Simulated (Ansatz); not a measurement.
Runs of Ansatz 0.2.0 on Al2Pt. The structure is cubic, space group Fm-3m (No. 225). The conventional cell has a = 5.910 Å, b = 5.910 Å, c = 5.910 Å, α = 90.00°, β = 90.00°, γ = 90.00°. Around Pt (site symmetry m-3m) lie 8 Al at 2.56 Å. Al (site symmetry -43m) has 4 Pt at 2.56 Å as nearest neighbours. 

| task | level | cutoff (eV) | points for each segment of the path | gap on the mesh (eV) | pressure (GPa) |
| --- | --- | --- | --- | --- | --- |
| band structure | HSEsol | 420 | 4 | none | (b) |
| single point | r2SCAN50 | 500 | - | none | -3.2 |
| single point | r2SCANh | 500 | - | none | (a) |
| single point | PBEsol0 | 420 | - | none | -2.2 |
| single point | B3LYP | 420 | - | none | 3.8 |

Alike in all rows: potentials or basis Ansatz PAW; no spin polarisation; cell as given; k mesh 4 × 4 × 4; smearing fermi-dirac 0.05 eV; the mesh is coarse, so values aren't converged.

Q: Fill in the values left out.

A: (a) -0.7; (b) -2.1.

Caveats: all runs use coarse meshes; the PAW data sets come from PBE, with cores solved anew for the run's functional, which leaves a small shift of forces and pressure; the thresholds are loose for stress; spin-orbit coupling is left out, which moves the levels of the heavy elements (some runs).

A k mesh can miss the band edges, and the runs leave out spin-orbit coupling on Pt.

A gap of «none» marks a metal or a gap under the smearing width.
